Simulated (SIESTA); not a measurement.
# InAs under changes of volume

One of the cells (27.489 Å³/atom); the others are scaled copies at fixed shape and fractional positions:

```
In As
1.0
     0.00000    3.01800    3.01800
     3.01800    0.00000    3.01800
     3.01800    3.01800    0.00000
In As
1 1
Direct
  0.00000 0.00000 0.00000
  0.75000 0.75000 0.75000
```

```yaml
Program: SIESTA 5.4.2
Functional: PBE
Potentials_or_basis: PseudoDojo 0.4 standard (PBE files)
Basis: DZ (energy shift 0.003 Ry; two zetas on semicore shells)
Grid_cutoff: 500 Ry
Energy_shift: 0.003 Ry
k_mesh: 8 × 8 × 8
Occupations: fermi-dirac, width 0.05 eV
Spin: no spin polarisation
```

```tsv
volume (Å³/atom)	energy over the lowest point (meV/atom)	pressure (GPa)
25.840	?	?
26.389	67.13	7.6
26.939	44.10	5.9
27.489	26.37	4.5
28.039	13.24	3.2
28.588	4.57	1.9
29.138	0.00	0.8
```

What does the run at 25.840 Å³/atom give?

Energy over the lowest point 96.27 meV/atom; pressure 9.5 GPa.

Worked out: A Birch-Murnaghan fit of order 3 (a polynomial in V^(-2/3)) to the other rows has its minimum at 29.54 Å³/atom, just outside them, with B0 = V·E''(V) = 56 GPa and B' = 3.1. It gives 95.59 meV/atom at 25.840 Å³/atom, against the run's 96.27, and -dE/dV = 9.2 GPa, against 9.5.

Energies are extrapolated to zero smearing.

Caveats: the basis has no polarisation orbitals; the basis of atomic orbitals isn't converged, which shifts pressures, moduli and gaps.
